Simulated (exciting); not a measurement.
The Si K edge of atom 1 in SiO2 (Stishovite), space group P4_2/mnm, with 4 O at 1.76 Å and 2 O at 1.81 Å (octahedral, site symmetry mmm), was computed at 2 levels: exchange and screened direct term (singlet BSE) and independent particles. Common settings: exciting, all-electron LAPW+lo, PBEsol, 3×3×5 shifted k points, 18 conduction bands, |G+q| up to 3 bohr⁻¹, full RPA screening with nempty = 40, Lorentzian half width 0.45 eV.

Energy from the Kohn–Sham onset, core level to the lowest empty state found on the meshes used; all runs on one relative scale:

| E (eV) | run 1 | run 2 |
| --- | --- | --- |
| -3.5 | 0.00 | 0.02 |
| -3.0 | 0.00 | 0.02 |
| -2.5 | 0.00 | 0.03 |
| -2.0 | 0.00 | 0.04 |
| -1.5 | 0.01 | 0.06 |
| -1.0 | 0.01 | 0.11 |
| -0.5 | 0.01 | 0.24 |
| 0.0 | 0.01 | 0.61 |
| 0.5 | 0.01 | 0.72 |
| 1.0 | 0.02 | 0.38 |
| 1.5 | 0.03 | 0.26 |
| 2.0 | 0.04 | 0.24 |
| 2.5 | 0.06 | 0.24 |
| 3.0 | 0.08 | 0.19 |
| 3.5 | 0.13 | 0.15 |
| 4.0 | 0.15 | 0.15 |
| 4.5 | 0.18 | 0.16 |
| 5.0 | 0.18 | 0.12 |
| 5.5 | 0.20 | 0.11 |
| 6.0 | 0.25 | 0.11 |
| 6.5 | 0.25 | 0.10 |
| 7.0 | 0.23 | 0.08 |
| 7.5 | 0.26 | 0.06 |
| 8.0 | 0.28 | 0.06 |
| 8.5 | 0.28 | 0.05 |
| 9.0 | 0.23 | 0.05 |
| 9.5 | 0.23 | 0.04 |
| 10.0 | 0.22 | 0.04 |
| 10.5 | 0.16 | 0.04 |
| 11.0 | 0.12 | 0.05 |
| 11.5 | 0.11 | 0.05 |
| 12.0 | 0.11 | 0.04 |
| 12.5 | 0.12 | 0.04 |
| 13.0 | 0.12 | 0.03 |
| 13.5 | 0.12 | 0.03 |

Which run is which, and why?

Run 1: independent particles; highest local maximum in the window at 8.2 eV. Run 2: exchange and screened direct term (singlet BSE); highest local maximum in the window at 0.3 eV. The attractive direct term pulls weight down: the curves pass 0.12 at 3.4 and -0.9 eV in the order of the runs. Fine structure above the first lines is partly noise of the 45-point mesh.

[Hosts, paths, dates, database ids (printed as entryN), source tags and the programs' standing remarks are cut or masked in the printed files.]
